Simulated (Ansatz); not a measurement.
# PbO2: the cost of one run

Computed with Ansatz 0.2.0 (DFT r2SCAN, scalar-relativistic, plane waves, PAW, unless a step's input says otherwise).

1 further run of the same task is left out (set aside as unsound or not needed).

## Step 1: The system as given

It takes space group P4_2/nmc (No. 137, tetragonal). Conventional cell: a = 3.601 Å, b = 3.601 Å, c = 5.228 Å, α = 90.00°, β = 90.00°, γ = 90.00°. Zr (site symmetry -4m2) is surrounded by 4 O at 2.07 Å. O (site symmetry 2mm) is surrounded by 2 Zr at 2.07 Å.

Structure file:

```cif
data_structure
_symmetry_space_group_name_H-M 'P4_2/nmc:1'
_symmetry_Int_Tables_number 137
_cell_length_a 3.6014
_cell_length_b 3.6014
_cell_length_c 5.2280
_cell_angle_alpha 90.000
_cell_angle_beta 90.000
_cell_angle_gamma 90.000
_cell_volume 67.81
loop_
_atom_site_label
_atom_site_type_symbol
_atom_site_symmetry_multiplicity
_atom_site_Wyckoff_symbol
_atom_site_fract_x
_atom_site_fract_y
_atom_site_fract_z
_atom_site_occupancy
Zr1 Zr 2 a 0.00000 0.00000 0.00000 1
O1 O 4 d 0.00000 0.50000 0.30321 1
```

It goes back to an entry of the Materials Project, which need not be the stable form.

This cell was relaxed beforehand with the same method: volume 11.30 Å³/atom, gap on the mesh 4.62 eV.

## Step 2: The substitution Zr → Pb

PbO2 starts from the relaxed positions of ZrO2, with all lengths scaled by 0.939, a guess from tabulated radii.

## Step 3: A first look at the start (PbO2)

Input file input.yaml:

```yaml
crystal:
  lattice:
    - [3.3809180342, 0.0, 0.0]
    - [0.0, 3.3809180342, 0.0]
    - [0.0, 0.0, 4.9079714714]
  atoms:
    - { symbol: Pb, position: [0.0, 0.0, 0.0] }
    - { symbol: Pb, position: [0.5, 0.5, 0.5] }
    - { symbol: O, position: [0.0, 0.5, 0.3032141976] }
    - { symbol: O, position: [0.0, 0.5, 0.8032141976] }
    - { symbol: O, position: [0.5, 0.0, 0.6967858024] }
    - { symbol: O, position: [0.5, 0.0, 0.1967858024] }
basis:
  ecutwfc: 500
kpoints:
  mp_grid: { grid: [6, 6, 4] }
hamiltonian:
  xc: r2scan
scf:
  occupations: { method: gaussian, width: 0.1 }
output:
  forces: true
  stress: true
  eigenvalues: true
```

Command:

```
$ ansatz run input.yaml --threads 1 --pin off --max-ram 2560MiB --backend cpu --events-out ev --progress --plain --runs-dir out
```

Q: Estimate wall time and peak memory on 1 thread of Intel Xeon at 2.50GHz (Skylake/Cascade Lake), shared host.

About 16 s, with a peak of 0.46 GiB.
